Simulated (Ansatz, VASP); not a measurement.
One calculation of CuI (Marshite), two programs

```xyz
2
Lattice="0.0000 3.0691 3.0691 3.0691 0.0000 3.0691 3.0691 3.0691 0.0000" Properties=species:S:1:pos:R:3 pbc="T T T"
Cu    1.5345    1.5345    1.5345
I     0.0000    0.0000    0.0000
```

Alike in both runs: task single point; functional PBE; k mesh 8 × 8 × 8; occupations gaussian, width 0.02 eV; no spin polarisation.

|  | VASP | Ansatz |
| --- | --- | --- |
| version | VASP 6.6.1 | Ansatz 0.2.0 |
| potentials or method | VASP PAW PBE potentials, release 64 (Cu, I) | scalar-relativistic, plane waves, PAW |
| plane-wave cutoff (eV) | 520 | 420 |
| valence electrons in the cell | 18 | 36 |

|  | VASP | Ansatz | Ansatz less VASP |
| --- | --- | --- | --- |
| gap on the k mesh at the Fermi level (eV) | 1.05 | 1.03 | -0.022 |
| least direct gap on the mesh (eV) | 1.05 | 1.03 | -0.022 |
| pressure (GPa) | -0.7 | -1.0 | -0.37 |

The functional is the same, so the differences come from potentials, cutoffs and numerics. The two sets of potentials don't hold the same shells in valence.

Caveats: spin-orbit coupling is left out, which moves the levels of the heavy elements. As with any semilocal functional, this PBE gap is likely too small.
